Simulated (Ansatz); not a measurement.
Al: a fit and a missing row

Al, P6_3/mmc, a = 2.815 Å, c = 9.242 Å. This isn't the element's structure at ambient conditions. Ansatz: PBE+D3(BJ), PAW, 420 eV, Γ-centred 18×18×6 mesh on 4 atoms, Gaussian smearing 0.10 eV; no spin polarisation. Shape and atoms are relaxed at each volume; pressure is positive in compression.

```
V (Å³/atom) P (GPa)
     13.951    14.46
     14.426     9.92
     14.902     6.06
     15.378     2.79
     15.853     0.00
     16.329    -2.38
     16.804        ?
     17.438    -6.62
```

Take V0 = 15.853 Å³/atom, fit the third-order Birch–Murnaghan form to the other rows, and predict the missing pressure.

With the Eulerian strain f = ½[(V0/V)^(2/3) − 1] and y = P/[3f(1 + 2f)^(5/2)], the form is the line y = B0 + 1.5 B0 (B0′ − 4) f. Rows (f, y): 0.04447, 87.6; 0.03245, 87.1; 0.02105, 86.6; 0.01024, 86.3; -0.00976, 85.4; -0.03078, 84.0. Means f = 0.01128, y = 86.167; Σ(Δf)² = 0.003858, ΣΔfΔy = 0.1787; the slope is their ratio. y = 85.64 + 46.32 f GPa, so B0 = 85.6 GPa and B0′ = 4 + 2 × (46.32)/(3 × 85.64) = 4.36. At V = 16.804, f = -0.01905, y = 84.76 and P = -4.40 GPa. The run gave -4.40 GPa, the same to the digits shown.